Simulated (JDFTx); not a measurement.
# SnO2 (Cassiterite) (P1) in JDFTx: single point with PBEsol

Aim: the single point of SnO2 (Cassiterite) with PBEsol.

Program: JDFTx 1.7.0 (patched build). These are calculated values, not measurements. Logs are shortened: lines on timing, memory, paths and dates and some standing lists are left out, and cuts for length are marked. The log counts tension as positive stress, the text compression.

## 1. The cell of the first run

The typed cell holds 6 atoms: a = 4.738 Å, b = 4.738 Å, c = 3.187 Å, α = 90.00°, β = 90.00°, γ = 90.00°.

## 2. Single point, PBEsol (atoms moved at random, drawn with an rms of 0.05 Å)

Input file SnO2.in:

```
lattice \
    8.9535223785     0.0000000000     0.0000000000 \
    0.0000000000     8.9535223785     0.0000000000 \
    0.0000000000     0.0000000000     6.0216122961
coords-type Lattice
ion Sn     0.5013560000     0.5095060000     0.4974570000 1
ion Sn    -0.0097630000     0.0061470000    -0.0017750000 1
ion O      0.8074240000     0.1947060000     0.5055470000 1
ion O      0.6973130000     0.6992190000     0.0034190000 1
ion O      0.2080690000     0.8122900000     0.5098610000 1
ion O      0.3084520000     0.3064930000    -0.0123700000 1

ion-species pseudo/Sn.upf
ion-species pseudo/O.upf
elec-cutoff 42 336
elec-ex-corr gga-PBEsol
kpoint-folding 6 6 8
elec-smearing Fermi 0.0018374661
elec-n-bands 34
electronic-SCF nIterations 100 energyDiffThreshold 1e-09
electronic-minimize nIterations 30 energyDiffThreshold 1e-7
converge-empty-states yes
forces-output-coords Cartesian

dump-name run.$VAR
dump End Ecomponents EigStats BandEigs Kpoints Forces Stress
```

Potentials or basis: PseudoDojo-SR-PBEsol-0.4.1-standard with smoothed tails.

Started as:

```sh
$ jdftx -c 1 -i SnO2.in -o SnO2.out
```

The log of the run:

```text
*************** JDFTx 1.7.0 (patched build) ***************

Input parsed successfully to the following command list (including defaults):
[... the input with its defaults ...]

---------- Setting up symmetries ----------

Found 16 point-group symmetries of the bravais lattice
Found 1 space-group symmetries with basis
Applied RMS atom displacement 0 bohrs to make symmetries exact.

---------- Initializing the Grid ----------
R =
[      8.95352            0            0  ]
[            0      8.95352            0  ]
[            0            0      6.02161  ]
unit cell volume = 482.726
G =
[   0.701756          0          0  ]
[          0   0.701756          0  ]
[          0          0    1.04344  ]
Minimum fftbox size, Smin = [  76  76  52  ]
Chosen fftbox size, S = [  80  80  54  ]

---------- Initializing tighter grid for wavefunction operations ----------
R =
[      8.95352            0            0  ]
[            0      8.95352            0  ]
[            0            0      6.02161  ]
unit cell volume = 482.726
G =
[   0.701756          0          0  ]
[          0   0.701756          0  ]
[          0          0    1.04344  ]
Minimum fftbox size, Smin = [  56  56  36  ]
Chosen fftbox size, S = [  56  56  36  ]

---------- Exchange Correlation functional ----------
Initalized PBEsol GGA exchange.
Initalized PBEsol GGA correlation.

---------- Setting up pseudopotentials ----------
Width of ionic core gaussian charges (only for fluid interactions / plotting) set to 0

Reading pseudopotential file 'pseudo/Sn.upf':
  'Sn' pseudopotential, 'PBESOL' functional
  Generated using ONCVPSP code by D. R. Hamann
  14 valence electrons, 3 orbitals, 6 projectors, 1001 radial grid points, with lMax = 2
    4D    l: 2   occupation: 10.0   eigenvalue: -0.947846
    5S    l: 0   occupation:  2.0   eigenvalue: -0.389375
    5P    l: 1   occupation:  2.0   eigenvalue: -0.136297
  Core radius for overlap checks: 2.33 bohrs.

Reading pseudopotential file 'pseudo/O.upf':
  'O' pseudopotential, 'PBESOL' functional
  Generated using ONCVPSP code by D. R. Hamann
  6 valence electrons, 2 orbitals, 5 projectors, 936 radial grid points, with lMax = 2
    2S    l: 0   occupation:  2.0   eigenvalue: -0.874950
    2P    l: 1   occupation:  4.0   eigenvalue: -0.329796
  Core radius for overlap checks: 1.39 bohrs.

Initialized 2 species with 6 total atoms.

Folded 1 k-points by 6x6x8 to 288 k-points.

---------- Setting up k-points, bands, fillings ----------
Adding inversion symmetry to k-mesh for non-inversion-symmetric unit cell.
Reduced to 148 k-points under symmetry.
Computing the number of bands and number of electrons
Calculating initial fillings.
nElectrons:  52.000000   nBands: 34   nStates: 148

----- Setting up reduced wavefunction bases (one per k-point) -----
average nbasis = 6275.698 , ideal nbasis = 6275.792

---------- Setting up ewald sum ----------
Optimum gaussian width for ewald sums = 2.321588 bohr.
Real space sum over 891 unit cells with max indices [  4  4  5  ]
Reciprocal space sum over 2475 terms with max indices [  7  7  5  ]

---------- Allocating electronic variables ----------
Initializing wave functions:  linear combination of atomic orbitals
Sn pseudo-atom occupations:   s ( 2 )  p ( 2 )  d ( 10 )
O pseudo-atom occupations:   s ( 2 )  p ( 4 )
	FillingsUpdate:  mu: +0.580486284  nElectrons: 52.000000
LCAOMinimize: Iter:   0  F: -198.7239383007624838  |grad|_K:  2.948e-03  alpha:  1.000e+00
	FillingsUpdate:  mu: +0.422936959  nElectrons: 52.000000
LCAOMinimize: Iter:   1  F: -199.1225330202275643  |grad|_K:  1.844e-04  alpha:  4.474e-01  linmin: -2.684e-01  cgtest:  7.414e-01
LCAOMinimize: Encountered beta<0, resetting CG.
[... 7 lines of inner loops ...]
LCAOMinimize: Iter:   5  F: -199.1239263176285021  |grad|_K:  8.976e-07  alpha:  2.709e-01  linmin:  6.872e-04  cgtest:  9.674e-03
	FillingsUpdate:  mu: +0.417155398  nElectrons: 52.000000
LCAOMinimize: Iter:   6  F: -199.1239263689700749  |grad|_K:  2.638e-07  alpha:  7.033e-01  linmin:  7.857e-05  cgtest: -3.010e-04
LCAOMinimize: Converged (|Delta F|<1.000000e-06 for 2 iters).

-------- Electronic minimization -----------
Will mix electronic density at each iteration.
	FillingsUpdate:  mu: +0.417155398  nElectrons: 52.000000
	FillingsUpdate:  mu: +0.407498622  nElectrons: 52.000000
SCF: Cycle:  0   F: -199.333128667201436   dF: -2.092e-01   |Residual|: 3.368e-01   |deigs|: 2.143e-02
	FillingsUpdate:  mu: +0.374898679  nElectrons: 52.000000
SCF: Cycle:  1   F: -199.408498296695171   dF: -7.537e-02   |Residual|: 7.771e-02   |deigs|: 2.680e-02
	FillingsUpdate:  mu: +0.375193961  nElectrons: 52.000000
SCF: Cycle:  2   F: -199.409211073386302   dF: -7.128e-04   |Residual|: 3.229e-02   |deigs|: 1.440e-03
	FillingsUpdate:  mu: +0.376682989  nElectrons: 52.000000
SCF: Cycle:  3   F: -199.409400634056141   dF: -1.896e-04   |Residual|: 6.556e-03   |deigs|: 2.149e-03
	FillingsUpdate:  mu: +0.376623723  nElectrons: 52.000000
SCF: Cycle:  4   F: -199.409421280766907   dF: -2.065e-05   |Residual|: 2.630e-03   |deigs|: 5.065e-04
	FillingsUpdate:  mu: +0.376814231  nElectrons: 52.000000
SCF: Cycle:  5   F: -199.409423369561267   dF: -2.089e-06   |Residual|: 1.219e-03   |deigs|: 4.052e-04
	FillingsUpdate:  mu: +0.377005435  nElectrons: 52.000000
SCF: Cycle:  6   F: -199.409424543568718   dF: -1.174e-06   |Residual|: 3.195e-04   |deigs|: 1.637e-04
	FillingsUpdate:  mu: +0.377026763  nElectrons: 52.000000
SCF: Cycle:  7   F: -199.409424645009636   dF: -1.014e-07   |Residual|: 9.475e-05   |deigs|: 5.173e-05
	FillingsUpdate:  mu: +0.377023783  nElectrons: 52.000000
SCF: Cycle:  8   F: -199.409424671980105   dF: -2.697e-08   |Residual|: 3.422e-05   |deigs|: 4.163e-05
	FillingsUpdate:  mu: +0.377023899  nElectrons: 52.000000
SCF: Cycle:  9   F: -199.409424680772418   dF: -8.792e-09   |Residual|: 1.123e-05   |deigs|: 4.584e-05
	FillingsUpdate:  mu: +0.377024171  nElectrons: 52.000000
SCF: Cycle: 10   F: -199.409424683620273   dF: -2.848e-09   |Residual|: 7.149e-06   |deigs|: 4.325e-05
	FillingsUpdate:  mu: +0.377024010  nElectrons: 52.000000
SCF: Cycle: 11   F: -199.409424684706835   dF: -1.087e-09   |Residual|: 1.601e-06   |deigs|: 4.463e-05
	FillingsUpdate:  mu: +0.377023981  nElectrons: 52.000000
SCF: Cycle: 12   F: -199.409424685092858   dF: -3.860e-10   |Residual|: 1.828e-06   |deigs|: 4.693e-05
	FillingsUpdate:  mu: +0.377024142  nElectrons: 52.000000
SCF: Cycle: 13   F: -199.409424685237838   dF: -1.450e-10   |Residual|: 5.238e-07   |deigs|: 3.694e-05
SCF: Converged (|Delta E|<1.000000e-09 for 2 iters).

Setting wave functions to eigenvectors of Hamiltonian
Converging empty states (this may take a while): |deigs|: 6.180e-04

# Stress tensor in Cartesian coordinates [Eh/a0^3]:
[ -0.000173901  6.64818e-06  1.98587e-05  ]
[  6.64818e-06 -0.000198657  2.86611e-05  ]
[  1.98587e-05  2.86611e-05 -0.000247092  ]

# Ionic positions in lattice coordinates:
ion Sn   0.501356000000000   0.509506000000000   0.497457000000000 1
ion Sn  -0.009763000000000   0.006147000000000  -0.001775000000000 1
ion O   0.807424000000000   0.194706000000000   0.505547000000000 1
ion O   0.697313000000000   0.699219000000000   0.003419000000000 1
ion O   0.208069000000000   0.812290000000000   0.509861000000000 1
ion O   0.308452000000000   0.306493000000000  -0.012370000000000 1

# Forces in Cartesian coordinates:
force Sn  -0.004412613918573  -0.016208031645055  -0.001456300040048 1
force Sn   0.031670379869535  -0.004172887207536   0.010741276018788 1
force O  -0.009121502677640   0.010505386296622  -0.008554451977109 1
force O   0.000270162990278  -0.005928862250216  -0.002723096577736 1
force O  -0.019830361686604   0.013227708011725  -0.007966693774906 1
force O   0.001411075518204   0.002575800083584   0.009967177039463 1

# Energy components:
   Eewald =     -153.8013749397668448
       EH =       49.0698432651856891
     Eloc =     -142.0162196543530229
      Enl =      -55.8963685596357820
      Exc =      -60.4389126724743377
 Exc_core =       23.8315822876277608
       KE =      139.8420255984389655
-------------------------------------
     Etot =     -199.4094246749775152
       TS =        0.0000000102603119
-------------------------------------
        F =     -199.4094246852378376

IonicMinimize: Iter:   0  F: -199.409424685237838  |grad|_K:  1.171e-02
IonicMinimize: None of the convergence criteria satisfied after 0 iterations.

#--- Lowdin population analysis ---
# oxidation-state Sn +1.688 +1.688
# oxidation-state O -0.786 -0.789 -0.791 -0.788

Dumping 'run.eigStats' ...
	eMin: -0.421704 at state 0 ( [ +0.000000 +0.000000 +0.000000 ] spin 0 )
	HOMO: +0.357184 at state 0 ( [ +0.000000 +0.000000 +0.000000 ] spin 0 )
	mu  : +0.377024
	LUMO: +0.395984 at state 0 ( [ +0.000000 +0.000000 +0.000000 ] spin 0 )
	eMax: +0.811715 at state 143 ( [ +0.500000 +0.500000 +0.000000 ] spin 0 )
	HOMO-LUMO gap: +0.038801
	Optical gap  : +0.038801 at state 0 ( [ +0.000000 +0.000000 +0.000000 ] spin 0 )
Done!
[note: mu as printed may lie anywhere between the filled and the empty levels]
```

It took 22 min on 1 thread of AMD EPYC 7R43 (Zen 3), shared host; peak memory 1.8 GiB.

Results:

| Quantity | Value |
| --- | --- |
| Free energy | -5426.2069 eV |
| Pressure | 6.1 GPa |
| Largest force | 1.733 eV/Å |
| Band gap on the k mesh | 1.06 eV, direct |
| Loewdin charges | Sn +1.69; O -0.79 e |

Forces in eV/Å, atoms in the order of the input:
```
Sn  -0.227 -0.833 -0.075
Sn   1.629 -0.215  0.552
O   -0.469  0.540 -0.440
O    0.014 -0.305 -0.140
O   -1.020  0.680 -0.410
O    0.073  0.132  0.513
```

Stress tensor (GPa, compression positive):
```
 5.12 -0.20 -0.58
-0.20  5.84 -0.84
-0.58 -0.84  7.27
```

Levels at points of the mesh, in eV from the valence-band top:
| k point | band 24 | band 25 | band 26 | band 27 | band 28 |
| --- | --- | --- | --- | --- | --- |
| (0.00, 0.00, 0.00) | -0.85 | -0.81 | 0.00 | 1.06 | 5.92 |
| (0.00, 0.00, 0.50) | -1.76 | -1.27 | -1.21 | 5.91 | 6.05 |
| (0.00, 0.50, 0.00) | -1.23 | -0.70 | -0.64 | 4.22 | 4.32 |
| (0.00, 0.50, 0.50) | -1.17 | -0.73 | -0.72 | 6.17 | 6.27 |
| (0.50, 0.00, 0.00) | -1.11 | -0.88 | -0.43 | 4.21 | 4.30 |
| (0.50, 0.00, 0.50) | -1.08 | -0.80 | -0.79 | 6.12 | 6.34 |
| (0.50, 0.50, 0.00) | -1.34 | -0.96 | -0.94 | 4.69 | 4.72 |
| (0.50, 0.50, 0.50) | -1.10 | -0.76 | -0.75 | 4.56 | 4.60 |

Caveat: spin-orbit coupling is left out, which moves the levels of the heavy elements.
